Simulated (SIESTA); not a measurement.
Se:

```
CELL_PARAMETERS angstrom
4.36620 0.00000 0.00000
-2.18310 3.78124 0.00000
0.00000 0.00000 4.95360
ATOMIC_POSITIONS crystal
Se 0.77460 0.77460 0.00000
Se 0.00000 0.22540 0.66667
Se 0.22540 0.00000 0.33333
```

| Property | Result |
| --- | --- |
| Program | SIESTA 5.4.2 |
| Task | relaxation of cell and atoms |
| Functional | PBE |
| Potentials or basis | PseudoDojo 0.4 standard (PBE files) |
| Basis | SZP (energy shift 0.003 Ry) |
| Grid cutoff | 500 Ry |
| Energy shift | 0.003 Ry |
| k mesh | 7 × 7 × 6 |
| Occupations | fermi-dirac, width 0.05 eV |
| Spin | no spin polarisation |

At the start: pressure 10.5 GPa; volume 27.26 Å³/atom.

Problem. Where does the relaxation end?

Solution. Over 32 steps the energy falls by 281.2 meV/atom and the volume is 25.84 Å³/atom (-5.2 %); space group P3_121 (No. 152, to 0.05 Å).

Step by step:
```
step  energy change (eV)  largest force (eV/Å)  pressure (GPa)  volume (Å³)
   1              0.0000                3.0455           10.53        81.78
   2             -0.4243                1.9681            5.75        82.72
   3             -0.6675                0.8222            0.27        84.24
   4             -0.6152                0.3492           -3.58        86.01
   5             -0.6696                0.4936           -1.47        84.90
   6             -0.7001                0.6527           -1.62        83.40
   7             -0.7254                0.3018           -1.77        84.00
   8             -0.7646                0.1708           -0.21        81.72
   9             -0.7082                0.7492            2.39        78.78
  10             -0.7647                0.1865           -0.13        81.61
  11             -0.7898                0.3282           -0.45        79.88
  12             -0.7646                0.5495           -0.20        77.68
  13             -0.7896                0.3490           -0.46        79.74
  14             -0.8155                0.1575           -0.19        77.76
  15             -0.8071                0.2767            0.58        75.54
  16             -0.8169                0.1494           -0.05        77.16
  17             -0.7557                1.0077            3.06        76.11
  18             -0.8248                0.0768            0.41        76.97
  19             -0.8299                0.0683            0.33        77.35
  20             -0.8297                0.2353            0.20        77.96
  21             -0.8312                0.1365            0.26        77.61
  22             -0.8368                0.0681            0.00        78.30
  23             -0.8263                0.2983           -0.28        79.39
  24             -0.8369                0.0746           -0.03        78.37
  25             -0.8383                0.1028           -0.78        78.71
  26             -0.8389                0.0234           -0.42        78.55
  27             -0.8422                0.0246           -0.17        78.03
  28             -0.8422                0.0799            0.27        77.21
  29             -0.8427                0.0496            0.02        77.68
  30             -0.8393                0.1901            0.38        77.04
  31             -0.8431                0.0375            0.11        77.51
  32             -0.8435                0.0098            0.03        77.51
```

Final structure:
```xyz
3
Lattice="4.0748 0.0030 0.0020 -2.0348 3.5304 -0.0020 0.0022 -0.0013 5.3856" Properties=species:S:1:pos:R:3 pbc="T T T"
Se    1.4760    2.5565    0.0000
Se   -0.5654    0.9779    3.5895
Se    1.1318   -0.0020    1.7961
```

Caveat: the basis of atomic orbitals isn't converged, which shifts pressures, moduli and gaps.
